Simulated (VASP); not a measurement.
GaN: relaxation of cell and atoms with PBE+D3(BJ)

GaN:

```
CELL_PARAMETERS angstrom
0.00000 2.25350 2.25350
2.25350 0.00000 2.25350
2.25350 2.25350 0.00000
ATOMIC_POSITIONS crystal
Ga 0.00000 0.00000 0.00000
N 0.25000 0.25000 0.25000
```

The cell is a database's computed one.

- Program: VASP 6.6.1
- Task: relaxation of cell and atoms
- Functional: PBE
- Dispersion: D3(BJ)
- Potentials or basis: VASP PAW PBE potentials, release 64 (Ga_d, N)
- Cutoff: 600 eV
- k mesh: 10 × 10 × 10
- Occupations: gaussian, width 0.02 eV
- Spin: no spin polarisation
- Further INCAR settings: ALGO = Normal; EDIFF = 1e-07; IBRION = 2; EDIFFG = -0.005; NSW = 90; ISIF = 3

* Relaxed volume: 11.52 Å³/atom
* Relaxed cell: a = 3.194 Å, b = 3.194 Å, c = 3.194 Å, α = 60.00°, β = 60.00°, γ = 60.00°
* Space group after relaxing (to 0.05 Å): F-43m (No. 216)
* Energy gained by relaxing: 0.3 meV/atom
* Ionic steps: 3
* Pressure after relaxing: 0.1 GPa
* Band gap on the k mesh: 1.68 eV, direct
* Dispersion energy per atom: -0.252 eV

Step by step:
| step | energy change (eV) | largest force (eV/Å) | pressure (GPa) | volume (Å³) |
| --- | --- | --- | --- | --- |
| 1 | 0.0000 | 0.0000 | 1.24 | 22.89 |
| 2 | -0.0001 | 0.0000 | -1.30 | 23.18 |
| 3 | -0.0006 | 0.0000 | 0.07 | 23.05 |

Final structure:
```yaml
crystal:
  lattice:
    - [0.00000, 2.25881, 2.25881]
    - [2.25881, 0.00000, 2.25881]
    - [2.25881, 2.25881, 0.00000]
  atoms:
    - { symbol: Ga, position: [0.00000, 0.00000, 0.00000] }
    - { symbol: N, position: [0.25000, 0.25000, 0.25000] }
```

Levels at points of the mesh, in eV from the valence-band top:
```csv
k point,band 5,band 6,band 7,band 8,band 9,band 10,band 11,band 12,band 13
"(0.00, 0.00, 0.00)",-13.12,-13.12,0.00,0.00,0.00,1.68,10.26,10.26,10.26
"(0.50, 0.00, 0.00)",-13.08,-11.88,-6.99,-0.96,-0.96,4.59,8.69,10.33,10.33
"(0.50, 0.50, 0.00)",-13.05,-11.45,-6.09,-2.68,-2.68,3.35,6.62,11.66,13.89
```

Run time: 20 s on 1 thread of Intel(R) Xeon(R) 6975P-C (Granite Rapids), with other jobs on the host, peak memory 0.18 GiB.
